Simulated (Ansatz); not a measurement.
**Sb: stress in a strained cell**

Sb is deformed so: equal xy, yz and zx engineering shear strains of -3 %. What stress and forces result, by LAPW, PAW and all-electron datasets made for the crystal?

Program: Ansatz 0.2.0. Level of theory: DFT PBE, scalar-relativistic. These are calculated values, not measurements.

### Step 1. The structure to begin with

It takes space group Fm-3m (No. 225, cubic). The conventional cell has a = 4.610 Å, b = 4.610 Å, c = 4.610 Å, α = 90.00°, β = 90.00°, γ = 90.00°. Around Sb (site symmetry m-3m) lie 12 Sb at 3.26 Å.

Structure file:

```
CELL_PARAMETERS angstrom
0.00000 2.30500 2.30500
2.30500 0.00000 2.30500
2.30500 2.30500 0.00000
ATOMIC_POSITIONS crystal
Sb 0.00000 0.00000 0.00000
```

### Step 2. The deformed structure

Space group Fm-3m before, R-3m after.

### Step 3. LAPW, all electrons

Contents of input.yaml:

```yaml
crystal:
  lattice:
    - [-0.06915, 2.270425, 2.270425]
    - [2.270425, -0.06915, 2.270425]
    - [2.270425, 2.270425, -0.06915]
  atoms:
    - { symbol: Sb, position: [0.0, 0.0, 0.0] }
kpoints:
  mp_grid: { grid: [12, 12, 12] }
  band_path:
    path:
      - [0.0, 0.0, 0.0]
      - [0.5, 0.5, 0.5]
      - [0.2579113083, 0.5, 0.7420886917]
      - [-0.2579113083, 0.2579113083, 0.5]
      - [0.0, 0.0, 0.5]
      - [0.0, 0.0, 0.0]
      - [-0.3789556542, 0.0, 0.3789556542]
      - [0.0, 0.3789556542, 0.6210443458]
      - [0.0, 0.5, 0.5]
    npoints: 5
scf:
  occupations: { method: fermi_dirac, width: 0.05 }
hamiltonian:
  xc: pbe
  pseudopotentials: { kind: all_electron, lapw: { basis_error: 0.001 } }
output:
  forces: true
  stress: true
  eigenvalues: true
```

The run is started by

```bash
ansatz run input.yaml --threads 1 --pin off --max-ram 3072MiB --backend cpu --events-out ev --progress --plain --runs-dir out
```

### Step 4. PAW with frozen cores

Contents of input.yaml:

```yaml
crystal:
  lattice:
    - [-0.06915, 2.270425, 2.270425]
    - [2.270425, -0.06915, 2.270425]
    - [2.270425, 2.270425, -0.06915]
  atoms:
    - { symbol: Sb, position: [0.0, 0.0, 0.0] }
kpoints:
  mp_grid: { grid: [12, 12, 12] }
scf:
  occupations: { method: fermi_dirac, width: 0.05 }
hamiltonian:
  xc: pbe
  pseudopotentials: { kind: paw }
output:
  forces: true
  stress: true
  eigenvalues: true
  efg: { contact_densities: true }
  write_density: true
  write_potential: true
  elf: true
  volumetric_format: npy
```

### Step 5. Datasets made for this crystal

input.yaml: that of step 4 with these lines changed.

```diff
@@ -13,3 +13,3 @@
   xc: pbe
-  pseudopotentials: { kind: paw }
+  pseudopotentials: { kind: all_electron, datasets: crystal }
 output:
@@ -19,5 +19 @@
   efg: { contact_densities: true }
-  write_density: true
-  write_potential: true
-  elf: true
-  volumetric_format: npy
```

(Steps that only read results are left out.)

Q: Predict the outcome of this session. Wanted: pressure; largest shear or deviatoric stress.

The runs gave:

| quantity | value |
| --- | --- |
| pressure | LAPW 9.31, PAW 9.30, crystal datasets 9.31 GPa |
| largest shear or deviatoric stress (LAPW) | 0.40 GPa |

The largest part of the stress beyond the pressure is 0.40 GPa in size. No run of the undeformed cell stands beside it, so the pressure holds what the given cell had before the change. PAW: stress within 0.01 GPa of LAPW. Crystal datasets: stress within 0.01 GPa of LAPW. Spin-orbit coupling is left out, though the cell holds Sb; in elements this heavy it can shift bands and gaps by tenths of an eV.
